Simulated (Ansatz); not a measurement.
**Ti: element swaps in one structure**

One table from this session's results is given with a row withheld; the runs are named, their logs left out.

Method: DFT PBE, scalar-relativistic, plane waves, PAW, in Ansatz 0.2.0.

1 further run of the same task is left out (set aside as unsound or not needed).

**The structure to begin with**

The structure is hexagonal, space group P6/mmm (No. 191). Conventional cell: a = 4.580 Å, b = 4.580 Å, c = 2.832 Å, α = 90.00°, β = 90.00°, γ = 120.00°. Ti (site symmetry 6/mmm) has 14 Ti at 2.83 to 3.00 Å as nearest neighbours. Around Ti (site symmetry -6m2) lie 11 Ti at 2.64 to 3.00 Å.

Structure file:

```cif
data_structure
_symmetry_space_group_name_H-M 'P 1'
_symmetry_Int_Tables_number 1
_cell_length_a 4.5795
_cell_length_b 4.5795
_cell_length_c 2.8322
_cell_angle_alpha 90.000
_cell_angle_beta 90.000
_cell_angle_gamma 120.000
_cell_volume 51.44
loop_
_atom_site_label
_atom_site_type_symbol
_atom_site_fract_x
_atom_site_fract_y
_atom_site_fract_z
_atom_site_occupancy
Ti1 Ti 0.00000 0.00000 0.00000 1
Ti2 Ti 0.33333 0.66667 0.50000 1
Ti3 Ti 0.66667 0.33333 0.50000 1
```

It goes back to an entry of the Materials Project, which need not be the stable form.

This cell was relaxed beforehand with the same method: volume 17.15 Å³/atom, gap on the mesh none (metal).

The first run:

The input, input.yaml:

```yaml
crystal:
  lattice:
    - [4.30012432, 0.0, 0.0]
    - [-2.15006216, 3.7240169005, 0.0]
    - [0.0, 0.0, 2.6593728439]
  atoms:
    - { symbol: Pb, position: [0.0, 0.0, 0.0] }
    - { symbol: Pb, position: [0.3333333333, 0.6666666667, 0.5] }
    - { symbol: Pb, position: [0.6666666667, 0.3333333333, 0.5] }
basis:
  ecutwfc: 420
kpoints:
  mp_grid: { grid: [6, 6, 6] }
hamiltonian:
  xc: pbe
scf:
  occupations: { method: gaussian, width: 0.1 }
output:
  forces: true
  stress: true
  eigenvalues: true
```

Steps of the session up to this table: Quick check of gap, pressure and forces (Pb); Rough relaxation on the coarse mesh (Pb); The relaxation (Pb); Quick check of gap, pressure and forces (Zr); A loose first relaxation (Zr); Full relaxation (Zr).

One of the session's tables, all rows but one given; the rest of the session is left out.

Lengths are those of the vectors of the cell that was run:

```
   swap  volume (Å³/atom)  a (Å)  b (Å)  c (Å)
   none             17.15  4.580  4.580  2.832
Ti → Hf             22.31  4.994  4.994  3.099
Ti → Ge                 ?      ?      ?      ?
Ti → Pb             32.05  5.682  5.682  3.440
Ti → Zr             23.11  5.042  5.042  3.149
```

Estimate the missing values for Ti → Ge.

As computed: volume (Å³/atom): 19.28; a (Å): 4.798; b (Å): 4.798; c (Å): 2.901. In the column «volume (Å³/atom)» it lies between none (17.15) and Ti → Hf (22.31).

Lengths are those of the computed cell. Rows of earlier swaps come from the sessions before.
